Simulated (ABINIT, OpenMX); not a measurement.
**HfO2: programs and potentials compared**

```
Hf O
1.0
     0.00000    2.55750    2.55750
     2.55750    0.00000    2.55750
     2.55750    2.55750    0.00000
Hf O
1 2
Direct
  0.00000 0.00000 0.00000
  0.75000 0.75000 0.75000
  0.25000 0.25000 0.25000
```

Measurements of this composition are mostly on another form, of space group No. 14.

Alike in all runs: task band structure; functional LDA; k mesh 9 × 9 × 9; occupations fermi-dirac, width 0.05 eV; no spin polarisation; no spin-orbit coupling. LDA stands for any of its common fits. Pressure is positive in compression and, in plane waves, holds the error of the finite cutoff. Gaps are the smaller of the mesh's and the band path's.

```csv
program and potentials,plane-wave cutoff (eV),notes,band gap (eV),pressure (GPa)
"OpenMX, OpenMX 2013 LDA set, Hf7.0-s3p2d2f1, O6.0-s2p2d1, grid cutoff 400 Ry",-,atomic basis,3.61,-20.42
"ABINIT, JTH PAW LDA v2.0",626,-,3.52,-19.96
"ABINIT, PseudoDojo NC SR LDA v0.4.1 standard",1143,-,3.56,-22.02
```

The band gap spans 3.52 (ABINIT, JTH PAW LDA v2.0) to 3.61 eV (OpenMX, OpenMX 2013 LDA set, Hf7.0-s3p2d2f1, O6.0-s2p2d1, grid cutoff 400 Ry). The pressure spans -22.02 (ABINIT, PseudoDojo NC SR LDA v0.4.1 standard) to -19.96 GPa (ABINIT, JTH PAW LDA v2.0). The cell lies far from this level's equilibrium. The paths' points differ, which is worth about 0.01 eV. Rows in atomic bases carry the error of their basis and grid, which can be large.

Differences between rows come from potentials, basis sets and numerical settings, since the functional is the same but for its coding. Runs on potential files found faulty are left out.
